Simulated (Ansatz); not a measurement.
Space group P4_2/mnm (No. 136). a = 4.482 Å, b = 4.482 Å, c = 3.025 Å, α = 90.00°, β = 90.00°, γ = 90.00°
```tsv
atom	site	symmetry	x	y	z
V	2a	m.mm	0.0000	0.0000	0.0000
O	4f	m.2m	0.2990	0.2990	0.0000
```

Equation of state of this VO2 structure (not necessarily the ground state), with shape and atoms relaxed at each volume where symmetry leaves them free. Theory: Ansatz 0.2.0, DFT PBE+U, scalar-relativistic, plane waves, PAW.

Settings: cutoff 420 eV, Γ-centred mesh 6×6×10 on the computed 6-atom cell, Gaussian smearing of 0.02 eV; U_eff V 3.25 eV on the d shells (Löwdin-orthogonalised atomic orbitals); collinear spin.

```
V (Å³/atom) E − E(largest V) (meV/atom) P (GPa) gap on mesh (eV)
      8.914                        72.12    39.58              0.97
      9.218                         9.11    27.18              1.01
      9.522                       -32.15    16.63              1.04
      9.826                       -54.94     7.65              0.96
     10.130                       -62.01     0.01              0.88
     10.433                       -55.72    -6.48              0.80
     10.737                       -38.09   -11.98              0.71
     11.143                         0.00   -17.93              0.61
```

Task: Fit a third-order Birch–Murnaghan equation to E(V).

Result: V0 = 10.13 Å³/atom, B0 = 233 GPa, B0' = 4.4.

The state reached may not be the lowest one. Moments started parallel, and an antiferromagnetic order may lie lower.

Cost: 8 runs of about 6.7 core-minutes in all, on Intel Xeon Platinum 8559C (Emerald Rapids) (shared hosts).